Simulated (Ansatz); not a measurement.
# 5-layer 1T-SrCl2 (AA) in a perpendicular field

What dipole does a perpendicular field induce in the 5-layer 1T-SrCl2 (AA), and does the gap follow? A positive field points along +c.

Program: Ansatz 0.2.0. Level of theory: plane-wave DFT, LDA, Ansatz PAW. Results are calculated unless marked as measured.

## (1) The structure

The cell holds 15 atoms: 10 Cl and 5 Sr. Cell: a = 4.008 Å, b = 4.008 Å, c = 90.554 Å, α = 90.0°, β = 90.0°, γ = 120.0°. Regions: layer 1: 1T-SrCl2, 3 atoms (2 Cl and 1 Sr); layer 2: 1T-SrCl2, 3 atoms (2 Cl and 1 Sr); layer 3: 1T-SrCl2, 3 atoms (2 Cl and 1 Sr); layer 4: 1T-SrCl2, 3 atoms (2 Cl and 1 Sr); layer 5: 1T-SrCl2, 3 atoms (2 Cl and 1 Sr). Vacuum lies along c.

Structure file:

```cif
data_structure
_symmetry_space_group_name_H-M 'P 1'
_symmetry_Int_Tables_number 1
_cell_length_a 4.0081
_cell_length_b 4.0081
_cell_length_c 90.5542
_cell_angle_alpha 90.000
_cell_angle_beta 90.000
_cell_angle_gamma 120.000
_cell_volume 1259.82
loop_
_atom_site_label
_atom_site_type_symbol
_atom_site_fract_x
_atom_site_fract_y
_atom_site_fract_z
_atom_site_occupancy
Cl1 Cl 0.66667 0.33333 0.33571 1
Sr2 Sr 0.00000 0.00000 0.35487 1
Cl3 Cl 0.33333 0.66667 0.37404 1
Cl4 Cl 0.66667 0.33333 0.40827 1
Sr5 Sr 0.00000 0.00000 0.42744 1
Cl6 Cl 0.33333 0.66667 0.44660 1
Cl7 Cl 0.66667 0.33333 0.48084 1
Sr8 Sr 0.00000 0.00000 0.50000 1
Cl9 Cl 0.33333 0.66667 0.51916 1
Cl10 Cl 0.66667 0.33333 0.55340 1
Sr11 Sr 0.00000 0.00000 0.57256 1
Cl12 Cl 0.33333 0.66667 0.59173 1
Cl13 Cl 0.66667 0.33333 0.62596 1
Sr14 Sr 0.00000 0.00000 0.64513 1
Cl15 Cl 0.33333 0.66667 0.66429 1
```

## (2) Relaxation

The starting cell is a guess, so the in-plane lattice and the atoms are relaxed first, with the slab cut off from its images along the normal.

Input file input.yaml:

```yaml
crystal:
  lattice:
    - [4.008065, 0.0, 0.0]
    - [-2.0040325, 3.47108611, 0.0]
    - [0.0, 0.0, 90.5542345512]
  atoms:
    - { symbol: Cl, position: [0.6666666667, 0.3333333333, 0.3357104187] }
    - { symbol: Sr, position: [0.0, 0.0, 0.3548748837] }
    - { symbol: Cl, position: [0.3333333333, 0.6666666667, 0.3740393487] }
    - { symbol: Cl, position: [0.6666666667, 0.3333333333, 0.4082729769] }
    - { symbol: Sr, position: [0.0, 0.0, 0.4274374419] }
    - { symbol: Cl, position: [0.3333333333, 0.6666666667, 0.4466019068] }
    - { symbol: Cl, position: [0.6666666667, 0.3333333333, 0.4808355351] }
    - { symbol: Sr, position: [0.0, 0.0, 0.5] }
    - { symbol: Cl, position: [0.3333333333, 0.6666666667, 0.5191644649] }
    - { symbol: Cl, position: [0.6666666667, 0.3333333333, 0.5533980932] }
    - { symbol: Sr, position: [0.0, 0.0, 0.5725625581] }
    - { symbol: Cl, position: [0.3333333333, 0.6666666667, 0.5917270231] }
    - { symbol: Cl, position: [0.6666666667, 0.3333333333, 0.6259606513] }
    - { symbol: Sr, position: [0.0, 0.0, 0.6451251163] }
    - { symbol: Cl, position: [0.3333333333, 0.6666666667, 0.6642895813] }
  periodic: [true, true, false]
kpoints:
  mp_grid: { grid: [12, 12, 1] }
hamiltonian:
  xc: lda
scf:
  occupations: { method: fermi_dirac, width: 0.05 }
  convergence: { dr2_threshold: 1.0e-09 }
relax:
  f_tol: 0.004
  max_steps: 90
  cell: {}
output:
  write_potential: true
  write_density: true
  volumetric_format: npy
```

On the command line:

```
$ ansatz run input.yaml --threads 4 --pin off --max-ram 12288MiB --backend cpu --events-out ev --progress --plain --runs-dir out
```

Numbers of over 12 decimals in the logs are rounded to 6 here.

The log of the run:

```text
Warning: relax.cell: scf.convergence.dr2_threshold = 1e-9 eV is looser than the 9.49127304598e-11 eV advised for a relaxation that steers and ends on the stress (1e-10 eV for each atom of the cell: 15, times the square of relax.cell.stress_2d_tol = 0.05 N/m over 39.8 Å (the atoms' height at the walk's start and 5 Å past either face), 1.258e-2 GPa, over a crystal's default 0.05). What an SCF threshold leaves in a stress goes as its square root, and in the free energy as the threshold itself, and one threshold admits the most on a small cell: [figures from the program's tests cut] Set scf.convergence.dr2_threshold to 9.49127304598e-11 eV or tighter. [rest of the remark cut]
Engine: ansatz 0.2.0, aarch64-unknown-linux-gnu
Pseudopotentials: kind: paw
Pseudopotential: Cl, paw, valence charge 7, recommended cutoff 420 eV (normal), Cl.paw.azcp
Pseudopotential: Sr, paw, valence charge 10, recommended cutoff 420 eV (normal), Sr.paw.azcp
Functional definition: SPW92
  exchange = slater_x
  correlation = pw_c
Crystal: 15 atoms, lattice volume = 1259.821 Å³
Basis set: ecut = 420 eV, 24771 PW (Γ)
Bands: 75, of which v1, the nominal top of the filled ones, is band 60 counted from 1 (59 counted from 0)
Symmetry: 12 space group operations
Space group: P-3m1 (ITA 164), of the structure as read, at distance tolerance 1.1e-4 Å
k-points: 19 of 144
Non-local potential: Cl, projectors of the file, l = 0: 2, l = 1: 2, l = 2: 2
Non-local potential: Sr, projectors of the file, l = 0: 3, l = 1: 2, l = 2: 2
PAW form: soft (Blöchl's): semilocal exchange-correlation on the pseudo side does not see the compensation charge
PAW frozen core: Cl, regenerated for the run's functional, and the local potential with it (the file was generated under x = pbe(κ = 0.804, μ = 0.219515), c = pbe(β = 0.066725))
PAW frozen core: Sr, regenerated for the run's functional, and the local potential with it (the file was generated under x = pbe(κ = 0.804, μ = 0.219515), c = pbe(β = 0.066725))
PAW one-centre angular grid: Cl, 110 points (default); XC on 64 Gauss nodes
PAW one-centre angular grid: Sr, 110 points (default); XC on 64 Gauss nodes
Initial density: superposition of atomic densities (neutral atoms: chi_scale 0, normalization atom), corrected by the library's trained network
Initial wavefunctions: pseudopotential atomic-orbital guess
Functional: x = slater, c = lda
SCF iter   1: F=—  HF=-27697.177207 eV  |F-HF|=—  |Δ(HF+E_count)|=         —  Δρ=3.71e-3  dr2=2.22e-1  ethr=1.77e-3  ⟨swp⟩=24.2  Hψ=13428  notcnv=0  defer=36
preconditioner: auto → Resta (q_TF=auto, 1.844 Å⁻¹)  ε∞=1.7  [insulator: Δε(μ)=4.710 eV  Ē_g=13.134 eV  σ=0.050 eV  W_gap=1.00  n_scr=118 (ndim 8)  ℏωp=11.0 eV  f_vac=0.638  D(μ)=0.00/eV (n_scr^D=0)  ε∞_Penn≈1.7  vacuum switching on, ρ_ref=1.3e-2 e/Å³]
SCF iter   2: F=—  HF=-27697.124040 eV  |F-HF|=—  |Δ(HF+E_count)|=   5.32e-2  Δρ=1.69e-3  dr2=2.18e-2  ethr=1.85e-4  ⟨swp⟩=4.6  Hψ=3617  notcnv=0  defer=155
SCF iter   3: F=—  HF=-27697.119874 eV  |F-HF|=—  |Δ(HF+E_count)|=   4.17e-3  Δρ=7.54e-4  dr2=4.60e-3  ethr=1.82e-5  ⟨swp⟩=2.7  Hψ=2400  notcnv=0  defer=155
SCF iter   4: F=—  HF=-27697.119190 eV  |F-HF|=—  |Δ(HF+E_count)|=   6.84e-4  Δρ=7.09e-5  dr2=1.09e-4  ethr=3.83e-6  ⟨swp⟩=2.6  Hψ=2249  notcnv=0  defer=155
SCF iter   5: F=—  HF=-27697.119177 eV  |F-HF|=—  |Δ(HF+E_count)|=   1.32e-5  Δρ=2.58e-5  dr2=1.13e-5  ethr=9.07e-8  ⟨swp⟩=3.1  Hψ=2884  notcnv=0  defer=155
SCF iter   6: F=—  HF=-27697.119182 eV  |F-HF|=—  |Δ(HF+E_count)|=   5.06e-6  Δρ=1.16e-5  dr2=1.83e-6  ethr=9.40e-9  ⟨swp⟩=2.5  Hψ=2550  notcnv=0  defer=155
SCF iter   7: F=—  HF=-27697.119041 eV  |F-HF|=—  |Δ(HF+E_count)|=   1.41e-4  Δρ=3.10e-6  dr2=1.21e-7  ethr=1.52e-9  ⟨swp⟩=3.1  Hψ=2581  notcnv=0  defer=155
SCF iter   8: F=—  HF=-27697.119041 eV  |F-HF|=—  |Δ(HF+E_count)|=   3.69e-8  Δρ=7.55e-7  dr2=8.26e-9  ethr=1.01e-10  ⟨swp⟩=3.1  Hψ=2807  notcnv=0  defer=155
SCF iter   9: F=-27697.119041 eV  HF=-27697.119041 eV  |F-HF|=1.53e-9  |Δ(HF+E_count)|=  7.09e-10  Δρ=2.70e-7  dr2=8.24e-10  ethr=1.00e-12  ⟨swp⟩=12.4  Hψ=12403  notcnv=0
SCF 1 converged in 9 iterations: F = -27697.119041 eV  dr2 = 8.24e-10
  greatest PAW one-centre occupation: 0.987 electrons in one spin orbital (limit 2), on the Sr atom at site 13 (counted from 0), in its partial waves of l = 0
relax step   1: F+E_penalty+E_count = -27697.11904116 eV  Δ(F+E_penalty+E_count) = +0.000e0 eV  max|allowed force component| = 8.317e-1 eV/Å  Δτ_max = 0.0000 Å  P = +1.708 N/m  Ω = 1259.821 Å³  fix = [c, alpha, beta]  reactions: c +0.000 N/m  (9 SCF iters, accepted)
Crystal: 15 atoms, lattice volume = 1302.776 Å³
Basis set: ecut = 420 eV, 25371 PW (Γ)
Initial density: handed on by an earlier stage of this run
Initial wavefunctions: those handed on with the density
iter 1 solved again at ethr=4.98e-4 eV; its pass at ethr=3.10e-3 eV (dr2=5.97e-1 eV) is discarded
SCF iter   1: F=—  HF=-27698.254131 eV  |F-HF|=—  |Δ(HF+E_count)|=         —  Δρ=3.80e-3  dr2=6.89e-1  ethr=4.98e-4  ⟨swp⟩=4.3  Hψ=10067  notcnv=0  defer=1
eigensolver tolerance schedule calibrated: the retry pair's looser diagonalisation under-reported the residual by θ = 0.13 (0.17/decade); ethr = c·dr2/N_el runs at the constant in force after the calibration composes with the one it found (an armed cap, an earlier calibration), c = 3.6e-2
preconditioner: auto → Resta (q_TF=auto, 1.833 Å⁻¹)  ε∞=1.6  [insulator: Δε(μ)=5.271 eV  Ē_g=13.401 eV  σ=0.050 eV  W_gap=1.00  n_scr=130 (ndim 8)  ℏωp=10.8 eV  f_vac=0.643  D(μ)=0.00/eV (n_scr^D=0)  ε∞_Penn≈1.6  vacuum switching on, ρ_ref=1.3e-2 e/Å³]
SCF iter   2: F=—  HF=-27698.056175 eV  |F-HF|=—  |Δ(HF+E_count)|=   1.98e-1  Δρ=1.53e-3  dr2=2.80e-2  ethr=2.04e-4  ⟨swp⟩=6.9  Hψ=3830  notcnv=0  defer=7
SCF iter   3: F=—  HF=-27698.047962 eV  |F-HF|=—  |Δ(HF+E_count)|=   8.21e-3  Δρ=6.29e-4  dr2=5.37e-3  ethr=8.30e-6  ⟨swp⟩=3.0  Hψ=3083  notcnv=0  defer=7
SCF iter   4: F=—  HF=-27698.046840 eV  |F-HF|=—  |Δ(HF+E_count)|=   1.12e-3  Δρ=2.50e-4  dr2=9.88e-4  ethr=1.59e-6  ⟨swp⟩=2.3  Hψ=2406  notcnv=0  defer=7
SCF iter   5: F=—  HF=-27698.046556 eV  |F-HF|=—  |Δ(HF+E_count)|=   2.84e-4  Δρ=6.10e-5  dr2=7.81e-5  ethr=2.93e-7  ⟨swp⟩=3.0  Hψ=2994  notcnv=0  defer=7
SCF iter   6: F=—  HF=-27698.046549 eV  |F-HF|=—  |Δ(HF+E_count)|=   6.73e-6  Δρ=1.07e-5  dr2=1.28e-6  ethr=2.32e-8  ⟨swp⟩=2.9  Hψ=2930  notcnv=0  defer=7
SCF iter   7: F=—  HF=-27698.046402 eV  |F-HF|=—  |Δ(HF+E_count)|=   1.47e-4  Δρ=2.92e-6  dr2=9.68e-8  ethr=3.78e-10  ⟨swp⟩=3.5  Hψ=3625  notcnv=0  defer=7
[...]
relax step  19: F+E_penalty+E_count = -27698.68510185 eV  Δ(F+E_penalty+E_count) = -4.276e-3 eV  max|allowed force component| = 1.476e-3 eV/Å  Δτ_max = 0.0000 Å  P = +0.057 N/m  Ω = 1460.587 Å³  fix = [c, alpha, beta]  reactions: c +0.000 N/m  stress off target by 5.71e-2 N/m on what of the cell is left free  SCF on the basis re-selected at this cell (its energy is not comparable with the rows above)  (5 SCF iters)
relax step  20: F+E_penalty+E_count = -27698.68512139 eV  Δ(F+E_penalty+E_count) = -1.954e-5 eV  max|allowed force component| = 2.929e-3 eV/Å  Δτ_max = 0.0112 Å  P = +0.009 N/m  Ω = 1462.320 Å³  energy of the carried Pulay correction = -1.095e-5 eV  fix = [c, alpha, beta]  reactions: c +0.000 N/m  (7 SCF iters, accepted)
relax step  21: F+E_penalty+E_count = -27698.68513188 eV  Δ(F+E_penalty+E_count) = -1.049e-5 eV  max|allowed force component| = 7.117e-4 eV/Å  Δτ_max = 0.0042 Å  P = -0.007 N/m  Ω = 1462.201 Å³  energy of the carried Pulay correction = -1.020e-5 eV  fix = [c, alpha, beta]  reactions: c -0.000 N/m  (6 SCF iters, accepted)
iter 1 solved again at ethr=9.59e-7 eV; its pass at ethr=3.10e-3 eV (dr2=1.15e-3 eV) is discarded
SCF iter   1: F=—  HF=-27698.686402 eV  |F-HF|=—  |Δ(HF+E_count)|=         —  Δρ=3.22e-6  dr2=1.56e-7  ethr=9.59e-7  ⟨swp⟩=6.7  Hψ=19684  notcnv=0
eigensolver tolerance schedule: the retry pair's looser diagonalisation over-reported the residual by 7355.09 of it (diagonalisation noise at an unbounded share of the residual, at the tolerance the schedule requests for it); recorded, not acted on — ethr = c·dr2/N_el stays at c = 1.0e-1
SCF iter   2: F=—  HF=-27698.685122 eV  |F-HF|=—  |Δ(HF+E_count)|=   1.28e-3  Δρ=2.51e-6  dr2=1.58e-7  ethr=1.30e-10  ⟨swp⟩=5.9  Hψ=5986  notcnv=0
SCF iter   3: F=—  HF=-27698.685128 eV  |F-HF|=—  |Δ(HF+E_count)|=   5.97e-6  Δρ=1.36e-6  dr2=3.70e-8  ethr=1.30e-10  ⟨swp⟩=2.6  Hψ=1949  notcnv=0
SCF iter   4: F=—  HF=-27698.685136 eV  |F-HF|=—  |Δ(HF+E_count)|=   8.37e-6  Δρ=6.66e-7  dr2=7.67e-9  ethr=3.09e-11  ⟨swp⟩=2.6  Hψ=2528  notcnv=0
SCF iter   5: F=—  HF=-27698.685141 eV  |F-HF|=—  |Δ(HF+E_count)|=   4.41e-6  Δρ=3.04e-7  dr2=1.90e-9  ethr=6.39e-12  ⟨swp⟩=2.4  Hψ=2316  notcnv=0
SCF iter   6: F=-27698.685141 eV  HF=-27698.685141 eV  |F-HF|=1.63e-9  |Δ(HF+E_count)|=   3.97e-7  Δρ=1.37e-7  dr2=4.36e-10  ethr=1.00e-12  ⟨swp⟩=21.7  Hψ=13594  notcnv=0
SCF 22 converged in 6 iterations: F = -27698.685141 eV  dr2 = 4.36e-10
relax step  22: F+E_penalty+E_count = -27698.68514121 eV  Δ(F+E_penalty+E_count) = -9.330e-6 eV  max|allowed force component| = 7.160e-4 eV/Å  Δτ_max = 0.0000 Å  P = -0.008 N/m  Ω = 1462.201 Å³  fix = [c, alpha, beta]  reactions: c -0.000 N/m  stress off target by 7.65e-3 N/m on what of the cell is left free  SCF on the basis re-selected at this cell (its energy is not comparable with the rows above)  (6 SCF iters)
basis re-selected at this cell: Δ(F+E_penalty+E_count) = -9.330e-6 eV, ΔP = -0.000 N/m vs the last step (what re-selecting the basis moved, of the pressure what is left beyond the Pulay correction that the steps carried, after the strain that the cell walked since its last selection, with what the two solves' SCF thresholds leave and, on support functions, any second-order correction that the steps lacked; it is no m [...]
WARN: The output density's exchange-correlation potential varies sharply where the density is thin. Do not read a vacuum level from v_tot or v_xc, or from such a field of the output density. On a cell that repeats whose density bears no net charge and no dipole along the vacuum's axis use v_es (v_loc + v_h of the components); under efield.dipole_correction with no amplitude use v_es + v_field, which holds any externa [...]
SCF converged after 6 iterations
Free energy (F): -27698.685141 eV
Harris-Foulkes:  -27698.685141 eV  (|F-HF|=1.63e-9)
Internal energy: -27698.685141 eV  (E = F + TS)
E sigma→0 (E₀):  -27698.685141 eV
Fermi energy:    -5.225008 eV
--- Per-component energies (eV) ---
  E_band       = -2009.204234
  E_kinetic    = 2846.653709
  E_local      = -1111874.855202  (includes V_loc(G=0)·N_el)
  E_nonlocal   = 1333.700295
  E_hartree    = 553957.106706
  E_xc         = -1921.416425
  E_vxc        = -2029.276983  (∫ρ·V_xc dr)
  E_paw        = -19238.508313  (= ΣΔE_a)
  E_vpaw       = -199.636776  (= ΣTr[D̂ρ^β])
  E_aug_tail   = 0.000974  (compensation charges beyond the density's cutoff)
  E_ewald      = 547195.257520
  E_core_change = 3.375594  (= ΣΔE_core)
  E_smearing   = -0.000000  (= −TS)
  E_closure    = 0.000000  (closes the sum)
  Σ components = -27698.685141   (vs F -27698.685141, Δ=0.00e0)
--- Forces (eV/Å), atoms counted from 1 ---
  atom   1  Cl     0.00000000     0.00000000    -0.00014256
  atom   2  Sr     0.00000000     0.00000000     0.00022942
  atom   3  Cl     0.00000000    -0.00000000    -0.00004240
  atom   4  Cl     0.00000000     0.00000000     0.00064959
  atom   5  Sr    -0.00000000    -0.00000000    -0.00028443
  atom   6  Cl     0.00000000    -0.00000000    -0.00071601
  atom   7  Cl     0.00000000     0.00000000     0.00045044
  atom   8  Sr     0.00000000     0.00000000     0.00000000
  atom   9  Cl     0.00000000    -0.00000000    -0.00045044
  atom  10  Cl     0.00000000     0.00000000     0.00071601
  atom  11  Sr    -0.00000000     0.00000000     0.00028443
  atom  12  Cl     0.00000000    -0.00000000    -0.00064959
  atom  13  Cl     0.00000000     0.00000000     0.00004240
  atom  14  Sr     0.00000000    -0.00000000    -0.00022942
  atom  15  Cl     0.00000000    -0.00000000     0.00014256
  max |Σ_I F_I| component: 9.25e-18 eV/Å
--- 2D stress c σ (N/m, compression-positive) ---
       -0.007652       0.000000      -0.000000
        0.000000      -0.007652       0.000000
       -0.000000       0.000000      -0.000000
  P = ½ c Tr σ = -0.0077 N/m
--- Band table (eV; the first three rows and the last of 19) ---
  k-point 0: bands = [... 56 lower, -8.2114, -8.2084, -7.9524, -7.7723, -2.7715, -2.5809, -2.2760, -1.8919 (-1.8919°), ... 11 higher]
  k-point 1: bands = [... 56 lower, -8.2273, -8.0901, -7.9193, -7.7917, -2.5980, -2.4270, -2.1525, -1.8080 (-1.8080°), ... 11 higher]
  k-point 2: bands = [... 56 lower, -8.1438, -8.0175, -7.9302, -7.8665, -2.2333, -2.1310, -1.9756, -1.7948, ... 11 higher]
  k-point 18: bands = [... 56 lower, -8.3568, -8.3046, -8.2896, -8.2896, -1.9003, -1.7143, -1.4205, -1.1811, ... 11 higher]
  ° read free of the cell's end (the report's vacuum.weakly_bound_levels)
--- Relaxed structure (20 steps of the walk, 20 accepted, 2 SCFs on fresh bases) ---
  F+E_penalty+E_count = -27698.68514121 eV   max|allowed force component| = 7.160e-4 eV/Å   (the final SCF, on the basis selected at the relaxed cell)
  cell:  # Å, volume = 1462.2015 Å³
    - [4.318013, 0, 0]
    - [-2.159006, 3.739509, 0]
    - [0, 0, 90.5542345512]
  atoms:
    - { symbol: Cl, position: [0.666667, 0.333333, 0.365358] }
    - { symbol: Sr, position: [1.233875370472609e-17, 2.4677507409452176e-17, 0.380435] }
    - { symbol: Cl, position: [0.333333, 0.666667, 0.395554] }
    - { symbol: Cl, position: [0.666667, 0.333333, 0.425119] }
    - { symbol: Sr, position: [6.178943828671729e-18, 1.2357887657343454e-17, 0.440237] }
    - { symbol: Cl, position: [0.333333, 0.666667, 0.455354] }
    - { symbol: Cl, position: [0.666667, 0.333333, 0.484883] }
    - { symbol: Sr, position: [0, 0, 0.5] }
    - { symbol: Cl, position: [0.333333, 0.666667, 0.515117] }
    - { symbol: Cl, position: [0.666667, 0.333333, 0.544646] }
    - { symbol: Sr, position: [-6.178943828671728e-18, -1.2357887657343457e-17, 0.559763] }
    - { symbol: Cl, position: [0.333333, 0.666667, 0.574881] }
    - { symbol: Cl, position: [0.666667, 0.333333, 0.604446] }
    - { symbol: Sr, position: [-1.2338753704726088e-17, -2.4677507409452176e-17, 0.619565] }
    - { symbol: Cl, position: [0.333333, 0.666667, 0.634642] }
```

Wall time 13 min (4 threads of Arm Neoverse V1, shared host); peak memory 3.4 GiB; 51 min of CPU time.

Step by step:

| step | energy less that of the first step (eV) | largest force component (eV/Å) | volume (Å³) |
| --- | --- | --- | --- |
| 1 | 0.0000 | 0.8317 | 1259.82 |
| 2 | -0.9274 | 0.1617 | 1302.78 |
| 3 | -1.2448 | 0.0422 | 1376.58 |
| 4 | -1.3372 | 0.0234 | 1432.67 |
| 5 | -1.3636 | 0.0307 | 1444.25 |
| 6 | -1.3925 | 0.0307 | 1446.17 |
| 7 | -1.4152 | 0.0233 | 1445.38 |
| 8 | -1.4226 | 0.0481 | 1448.43 |
| 9 | -1.4329 | 0.0379 | 1462.61 |
| 10 | -1.4514 | 0.0241 | 1463.64 |
| 11 | -1.4743 | 0.0239 | 1451.01 |
| 12 | -1.4982 | 0.0155 | 1444.61 |
| 13 | -1.5233 | 0.0164 | 1443.42 |
| 14 | -1.5435 | 0.0170 | 1447.58 |
| 15 | -1.5564 | 0.0137 | 1452.42 |
| 16 | -1.5615 | 0.0132 | 1458.02 |
| 17 | -1.5615 | 0.0211 | 1463.58 |
| 18 | -1.5618 | 0.0012 | 1460.59 |
| 19* | -1.5661 | 0.0015 | 1460.59 |
| 20 | -1.5661 | 0.0029 | 1462.32 |
| 21 | -1.5661 | 0.0007 | 1462.20 |
| 22* | -1.5661 | 0.0007 | 1462.20 |

Relaxation steps marked * repeat the geometry before them on a plane-wave basis chosen anew for their cell, so energy and pressure can jump there.

The run keeps the 12 symmetry operations that it works with, so distortions that break them were not tested.

| cell as run | before | after | change |
| --- | --- | --- | --- |
| a (Å) | 4.008 | 4.318 | +7.7 % |
| b (Å) | 4.008 | 4.318 | +7.7 % |

The atoms that moved most (Å, along periodic axes as changes of fractional coordinates times the final cell, across vacuum about the mean position):

| atom | dx | dy | dz | length |
| --- | --- | --- | --- | --- |
| Cl1 | 0.000 | 0.000 | 2.685 | 2.685 |
| Cl15 | 0.000 | 0.000 | -2.685 | 2.685 |
| Sr2 | 0.000 | 0.000 | 2.315 | 2.315 |
| Sr14 | 0.000 | 0.000 | -2.315 | 2.315 |
| Cl3 | 0.000 | 0.000 | 1.948 | 1.948 |
| Cl13 | 0.000 | 0.000 | -1.948 | 1.948 |
| Cl4 | 0.000 | 0.000 | 1.525 | 1.525 |
| Cl12 | 0.000 | 0.000 | -1.525 | 1.525 |

The relaxed structure:

```cif
data_structure
_symmetry_space_group_name_H-M 'P 1'
_symmetry_Int_Tables_number 1
_cell_length_a 4.3180
_cell_length_b 4.3180
_cell_length_c 90.5542
_cell_angle_alpha 90.000
_cell_angle_beta 90.000
_cell_angle_gamma 120.000
_cell_volume 1462.20
loop_
_atom_site_label
_atom_site_type_symbol
_atom_site_fract_x
_atom_site_fract_y
_atom_site_fract_z
_atom_site_occupancy
Cl1 Cl 0.66667 0.33333 0.36536 1
Sr2 Sr 0.00000 0.00000 0.38044 1
Cl3 Cl 0.33333 0.66667 0.39555 1
Cl4 Cl 0.66667 0.33333 0.42512 1
Sr5 Sr 0.00000 0.00000 0.44024 1
Cl6 Cl 0.33333 0.66667 0.45535 1
Cl7 Cl 0.66667 0.33333 0.48488 1
Sr8 Sr 0.00000 0.00000 0.50000 1
Cl9 Cl 0.33333 0.66667 0.51512 1
Cl10 Cl 0.66667 0.33333 0.54465 1
Sr11 Sr 0.00000 0.00000 0.55976 1
Cl12 Cl 0.33333 0.66667 0.57488 1
Cl13 Cl 0.66667 0.33333 0.60445 1
Sr14 Sr 0.00000 0.00000 0.61956 1
Cl15 Cl 0.33333 0.66667 0.63464 1
```

This step gave:

```
gap on the k-mesh : 5.001 eV
```

The lattice constant a goes from 4.008 to 4.318 Å.

(Continued in part 2 of 3.)

[Logs are printed without paths, hosts, clocks, repeated set-up lines and the standing remarks that a program may print on its own settings, such as how far it seeks lower states.]

[Hosts, paths, dates, database ids (printed as entryN), source tags and the programs' standing remarks are cut or masked in the printed files.]

[Maps of the electrostatic potential energy from Ansatz leave out the sawtooth potential of an applied field or a dipole correction, so their vacuum need not be flat; planar profiles and work functions include it.]
